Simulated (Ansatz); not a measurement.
I:

```
CELL_PARAMETERS angstrom
0.00000 2.36560 3.90984
2.19225 0.00000 3.90984
2.19225 2.36560 0.00000
ATOMIC_POSITIONS crystal
I 0.00000 0.00000 0.00000
```

Base run:

| Property | Result |
| --- | --- |
| Program | Ansatz 0.2.0 |
| Functional | revPBE |
| Potentials or basis | Ansatz PAW |
| Cutoff | 420 eV (not typed: the program's choice for these potentials) |
| k mesh | 9 × 9 × 9 |
| Occupations | fermi-dirac, width 0.05 eV |
| Spin | no spin polarisation |

Its results: band gap on the k mesh none (metal or under the smearing width); pressure 1.5 GPa.

**Question.** After a change of settings the same cell gave: band gap on the k mesh none (metal or under the smearing width); pressure -1.8 GPa. Which change was it?
A. functional from revPBE to BPBE
B. functional from revPBE to PBE; potentials or basis from Ansatz PAW to PseudoDojo stringent (PBE files); cutoff from 420 eV (not typed: the program's choice for these potentials) to 1530 eV; valence electrons from 17 to 25
C. functional from revPBE to PBE; k mesh from 9 × 9 × 9 to 5 × 5 × 5
D. functional from revPBE to LDA; spin from no spin polarisation to spin-orbit coupling, no magnetisation; potential files from those of the base run to others of the same set

**Answer.** D.

Caveats: the PAW data sets come from PBE, with cores solved anew for the run's functional, which leaves a small shift of forces and pressure; spin-orbit coupling is left out, which moves the levels of the heavy elements (some runs); an odd number of electrons without spin polarisation forces a metal (some runs); a magnetic or distorted state may lie lower (some runs).
